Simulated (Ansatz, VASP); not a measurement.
## ZnCu in VASP and in Ansatz

File INCAR:

```
SYSTEM = ZnCu
PREC = Accurate
ENCUT = 520
EDIFF = 1E-7
ISMEAR = 0
SIGMA = 0.1
LREAL = .FALSE.
LASPH = .TRUE.
NELM = 80
ALGO = Normal
ISIF = 2
LWAVE = .FALSE.
LCHARG = .TRUE.
GGA = PE
LELF = .TRUE.
LVHAR = .TRUE.
NBANDS = 18
```

KPOINTS

```
regular mesh
0
G
  6 6 6
  0 0 0
```

POSCAR

```
ZnCu
1.0
    2.9450000000      0.0000000000      0.0000000000
    0.0000000000      2.9450000000      0.0000000000
    0.0000000000      0.0000000000      2.9450000000
Zn Cu
1 1
Direct
    0.5000000000      0.5000000000      0.5000000000
    0.0000000000      0.0000000000      0.0000000000
```

Input for Ansatz:

```yaml
crystal:
  lattice:
    - [2.945, 0.0, 0.0]
    - [0.0, 2.945, 0.0]
    - [0.0, 0.0, 2.945]
  atoms:
    - { symbol: Zn, position: [0.5, 0.5, 0.5] }
    - { symbol: Cu, position: [0.0, 0.0, 0.0] }
kpoints:
  mp_grid:
    grid: [6, 6, 6]
hamiltonian:
  xc: pbe
  pseudopotentials:
    kind: nc
scf:
  max_iter: 150
  algorithm: density_mixing
  lower_state_search: "off"
  mixing:
    algorithm: anderson
    beta: 0.2
    ndim: 6
  occupations:
    method: gaussian
output:
  stress: true
```

Alike in both runs: task single point; functional PBE; k mesh 6 × 6 × 6; no spin polarisation.

```csv
,VASP,Ansatz
version,VASP 6.6.1,Ansatz 0.2.0
potentials or method,"VASP PAW PBE potentials, release 64 (Zn, Cu)","plane waves, norm-conserving potentials"
plane-wave cutoff (eV),520,1252
occupations,"gaussian, width 0.1 eV",gaussian
valence electrons in the cell,23,39
```

VASP gave:

```
pressure (GPa) : 3.5
```

Question: Estimate Ansatz's values.

Answer: Pressure (GPa): 2.9.

The two sets of potentials don't hold the same shells in valence.
